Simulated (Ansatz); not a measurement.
**SiC: properties at the relaxed cell**

An exercise on one series of results from a longer session: the logs are not shown, and one member is left open.

Computed with Ansatz 0.2.0 (DFT PBE, scalar-relativistic, plane waves, PAW, unless a step's input says otherwise).

2 further runs of the same task are left out: 2 set aside as unsound or not needed.

### Starting point

Symmetry: P6_3mc, No. 186, hexagonal system. Conventional cell: a = 3.092 Å, b = 3.092 Å, c = 5.074 Å, α = 90.00°, β = 90.00°, γ = 120.00°. Si (site symmetry 3m) is surrounded by 4 C at 1.89 to 1.91 Å. C (site symmetry 3m) has 4 Si at 1.89 to 1.91 Å as nearest neighbours.

Coordinates:

```
Si C
1.0
     3.09177    0.00000    0.00000
    -1.54588    2.67755    0.00000
     0.00000    0.00000    5.07402
Si C
2 2
Direct
  0.33333 0.66667 0.00456
  0.66667 0.33333 0.50456
  0.33333 0.66667 0.38044
  0.66667 0.33333 0.88044
```

It is the result of an earlier relaxation at this level (volume 10.50 Å³/atom; gap on the mesh: 2.31 eV).

The first run:

input.yaml reads:

```yaml
crystal:
  lattice:
    - [3.0917665516, 0.0, 0.0]
    - [-1.5458832758, 2.6775483763, 0.0]
    - [0.0, 0.0, 5.0740210439]
  atoms:
    - { symbol: Si, position: [0.3333333333, 0.6666666667, 0.004563512] }
    - { symbol: Si, position: [0.6666666667, 0.3333333333, 0.504563512] }
    - { symbol: C, position: [0.3333333333, 0.6666666667, 0.380436488] }
    - { symbol: C, position: [0.6666666667, 0.3333333333, 0.880436488] }
basis:
  ecutwfc: 420
kpoints:
  mp_grid: { grid: [12, 12, 6] }
  band_path:
    path:
      - [[0.0, 0.0, 0.0], [0.5, 0.0, 0.0], [0.33333333, 0.33333333, 0.0], [0.0, 0.0, 0.0], [0.0, 0.0, 0.5], [0.5, 0.0, 0.5], [0.33333333, 0.33333333, 0.5], [0.0, 0.0, 0.5]]
      - [[0.5, 0.0, 0.5], [0.5, 0.0, 0.0]]
      - [[0.33333333, 0.33333333, 0.5], [0.33333333, 0.33333333, 0.0]]
    npoints: 14
hamiltonian:
  xc: pbe
scf:
  occupations: { method: gaussian, width: 0.02 }
  n_extra_bands: 10
output:
  forces: true
  stress: true
  eigenvalues: true
  populations: true
  dos: { projected: true, de: 0.02, nscf_kmesh: { grid: [18, 18, 9] } }
  bader: true
  write_density: true
  write_potential: true
  elf: true
  volumetric_format: npy
```

Launch:

```sh
ansatz run input.yaml --threads 1 --pin off --max-ram 2560MiB --backend cpu --events-out ev --progress --plain --runs-dir out
```

Steps of the session up to this table: Electronic structure at the relaxed geometry; Seeking the band edges over the whole zone; Levels beside the edges; Point at V/V0 = 0.97; Point at V/V0 = 1.03; Volume × 0.94; Volume × 1.06.

One table of the session follows, with a row left open; its other results are not shown here.

| volume (Å³/atom) | energy above the lowest point (meV/atom) | pressure (GPa) | gap on the mesh (eV) |
| --- | --- | --- | --- |
| 9.871 | 28.0 | 14.95 | 2.20 |
| 10.186 | 6.7 | 6.94 | 2.26 |
| 10.501 | 0.0 | 0.04 | 2.31 |
| 10.816 | ? | ? | ? |
| 11.131 | 22.7 | -11.05 | 2.40 |

Q: Estimate the row for volume (Å³/atom) = 10.816 from the others.

Worked estimate for «energy above the lowest point (meV/atom)». A straight line through the neighbours (10.501, 0.0) and (11.131, 22.7) gives 0.0 + (22.7 − 0.0) × (10.816 − 10.501) / (11.131 − 10.501) = 11.4; a parabola fitted to 3 rows on both sides gives 5.3.

The run gave: energy above the lowest point (meV/atom): 5.9; pressure (GPa): -5.92; gap on the mesh (eV): 2.36. In «energy above the lowest point (meV/atom)» the line misses by +5.5 and the parabola by -0.6.
